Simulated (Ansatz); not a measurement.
Sn (Fd-3m), an elastic constant from a strain scan

Computed with DFT PBEsol, scalar-relativistic, plane waves, PAW (Ansatz). The runs took a 420 eV cutoff, a Γ-centred 16×16×16 mesh and Gaussian smearing (0.15 eV). No spin polarisation. Energies are free energies at this smearing, counted from the undisturbed cell; pressure is positive in compression.

Reference structure (relaxed at this level):

```
CELL_PARAMETERS angstrom
0.00000 3.27078 3.27078
3.27078 0.00000 3.27078
3.27078 3.27078 0.00000
ATOMIC_POSITIONS crystal
Sn 0.50000 0.50000 0.50000
Sn 0.75000 0.75000 0.75000
```

The cell is strained by ε times the Voigt pattern (0, 1, 0, 0, 0, 0) (xx, yy, zz, yz, xz, xy; engineering shear) with fractional coordinates fixed. The cell holds 2 atoms in V0 = 69.98 Å³. The stress column is τ = (1/V0) dE/dε, got from the stress tensor σ (compression positive) at each point as −det(1 + εP) σ : P(1 + εP)⁻¹, with P the pattern as a tensor.

| ε | ΔE (meV/atom) | τ (GPa) |
| --- | --- | --- |
| -0.0600 | 25.325 | -4.003 |
| -0.0450 | 13.964 | -2.937 |
| -0.0300 | 6.039 | -1.906 |
| -0.0150 | 1.429 | -0.914 |
| 0.0000 | 0.000 | 0.036 |
| 0.0150 | 1.611 | 0.941 |
| 0.0300 | 6.116 | 1.802 |
| 0.0450 | 13.366 | 2.617 |
| 0.0600 | ? | ? |

Problem. Which combination of elastic constants does this scan measure, and how large is it?

Solution. For small ε, τ = τ0 + Kε with K = pᵀCp, which for this pattern is C11 in the cubic axes. The parabola through τ at ε = -0.0150, 0 and 0.0150 has slope K = 62 GPa at zero. The energies per cell, E = NΔE, of the same two points give K = 2[E(ε₊)/ε₊ − E(ε₋)/ε₋]/[(ε₊ − ε₋)V0] = 62 GPa, in agreement.

Problem. Predict the withheld row at ε = 0.0600 from the harmonic law, and compare.

Solution. ΔE = V0(τ0 ε + Kε²/2)/N = 24.783 meV/atom and τ = 3.75 GPa. The calculation gives 23.211 meV/atom and 3.39 GPa: the energy lies 6 % below the harmonic value, as bonds soften when stretched.

In a metal these slopes depend on the k mesh and the smearing.